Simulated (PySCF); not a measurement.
## Assigning NMR signals

Atoms are numbered as in `[CH2:1]1[CH2:2][O:3][CH2:4][CH2:5][NH:6]1` (H(Xn): hydrogen on atom n).

How the numbers were obtained: geometry from PBE0-D3(BJ)/def2-TZVP, shielding tensors at B97-2/pcSseg-2 (GIAO), in PySCF 2.14 (one computed conformer, no solvent, averaged over atoms made equivalent by symmetry, fast rotation or ring inversion, no relativistic terms).

Shifts are taken against calculated references (same method and geometry level): 13C and 1H vs TMS.

Task: Assign these signals to the numbered atoms. 13C{1H} NMR (computed): δ 74.2 (CH2), 51.0 (CH2).

Result: 
| δ (ppm) | atoms | environment | reason |
| --- | --- | --- | --- |
| 74.2 | C2/C4 | sp3 CH2 bonded to O | the inductive effect lowers its shielding |
| 51.0 | C1/C5 | sp3 CH2 bonded to N | the inductive effect lowers its shielding |

Task: Assign these signals to the numbered atoms. 1H NMR (600 MHz, computed): δ 3.47 (m, 4H), 2.76 (m, 4H), 0.43 (br s, 1H).

Result: 
| δ (ppm) | atoms | environment | reason |
| --- | --- | --- | --- |
| 3.47 | H(C2)/H(C4) | hydrogen on an sp3 CH2 bonded to O | its carbon carries O, hence the downfield position |
| 2.76 | H(C1)/H(C5) | hydrogen on an sp3 CH2 bonded to N | its carbon carries N, an electronegative neighbour |
| 0.43 | H(N6) | hydrogen on an amine nitrogen | exchangeable, gas-phase position |

OH/NH shifts are gas-phase values; hydrogen bonding in solution moves them, usually downfield. Shifts are as computed. Against solution values, carbons near 30 ppm lie about +3 ppm off and those near 130 ppm about +7 ppm. Of 1211 compounds with measured shifts, 218 miss one by over three times the rms of a fit or turn the order of signals round; such compounds aren't used in these exercises. No couplings were computed; multiplicities are counted from neighbouring protons, with m where these are inequivalent, close in shift, in a saturated or five-membered ring or joined by F or P, and br s for small geminal =CH2 splittings.
